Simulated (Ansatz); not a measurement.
The reference is a 32-atom supercell of InN in the wurtzite structure (space group P6_3mc, No. 186; a = 3.537 Å, c = 5.714 Å) at its relaxed geometry.

The values are results of PBEsol (Ansatz, a quantum-chemistry and plane-wave program; PAW; 420 eV plane waves; no spin-orbit coupling), earlier PAW set, not measurements.

One neutral defect a cell, atoms relaxed at fixed cell.

One change was made to it. Results:

```csv
quantity,base,after
pressure,0.0 GPa,4.0 GPa
largest displacement of a host atom from its site in the perfect cell,–,0.72 Å
```

Problem. Name the change that was made.
A. In vacancy
B. N interstitial (started 2.26 Å from the nearest host atom)
C. In on a N site (antisite), symmetric start

Solution. B, N interstitial (started 2.26 Å from the nearest host atom). For comparison, the pressure in the other runs: In vacancy gives 0.5 GPa; In on a N site (antisite), symmetric start gives 6.5 GPa.

In so small a cell the defect repeats every few ångströms: this is an ordered compound, not a dilute defect. The mesh was chosen for an insulator and is coarse for the gapless case. Defects with a symmetric start kept the site's symmetry and may sit on a saddle; the others started slightly shaken. All final runs are without spin polarisation.
